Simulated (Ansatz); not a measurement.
Crystal: MoS2.

```
Mo S
1.0
     3.22746    0.00000    0.00000
    -1.61373    2.79507    0.00000
     0.00000    0.00000    6.31247
Mo S
1 2
Direct
  0.00000 0.00000 0.50000
  0.66667 0.33333 0.74468
  0.33333 0.66667 0.25532
```

Measurements of this composition are mostly on another form, of space group No. 194.

Base run:

| Item | Value |
| --- | --- |
| Program | Ansatz 0.2.0 |
| Functional | LDA |
| Potentials or basis | Ansatz PAW |
| Cutoff | 420 eV |
| Density cutoff | 1680 eV |
| k mesh | 9 × 9 × 4 |
| Occupations | fermi-dirac, width 0.05 eV |
| Spin | no spin polarisation |

Its results: band gap on the k mesh none (metal or under the smearing width); pressure -6.0 GPa; largest force 0.155 eV/Å.

Task: The run is repeated on the same cell with these changes: functional from LDA to BLYP. What comes out?

Result: Band gap on the k mesh none (metal or under the smearing width); pressure 7.8 GPa; largest force 0.660 eV/Å.

BLYP binds less tightly than LDA, so the same cell stands under more pressure.

Caveats: the PAW data sets come from PBE, with cores solved anew for the run's functional, which leaves a small shift of forces and pressure; the potentials were made for another functional, which shifts forces and pressure (some runs); this functional lacks dispersion, which binds the layers, so the pressure and a relaxed spacing across them are unreliable (some runs).

Not every run made on this cell is shown here.
